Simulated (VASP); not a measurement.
Input of a VASP 6.6.1 run:

INCAR

```
PREC = Accurate
ENCUT = 520
EDIFF = 1E-6
ISMEAR = 0
SIGMA = 0.1
LREAL = False
LASPH = True
NELM = 80
ALGO = Normal
ISIF = 2
LWAVE = False
LCHARG = False
GGA = PS
NBANDS = 16
```

The input KPOINTS:

```
Automatic mesh
0
Gamma
  18 18 10
```

The input POSCAR:

```
Ir
1.0
    2.7181147100      0.0000000000      0.0000000000
   -1.3590573500      2.3539563900      0.0000000000
    0.0000000000      0.0000000000      4.4386813200
Ir
2
Direct
    0.3333333300      0.6666666700      0.2500000000
    0.6666666700      0.3333333300      0.7500000000
```

Potentials or basis: VASP PAW PBE potentials, release 64 (Ir).

Command:

```bash
$ cat potpaw_PBE.64/Ir/POTCAR > POTCAR
$ mpirun -np 1 vasp_std > vasp.out
```

(1) What does it give for the pressure?

(2) Estimate the band gap on the k mesh.

## Answers

(1) -1.4 GPa.

(2) none (metal or under the smearing width).

Caveat: the PAW data sets were made with another functional, which shifts forces and pressure a little.
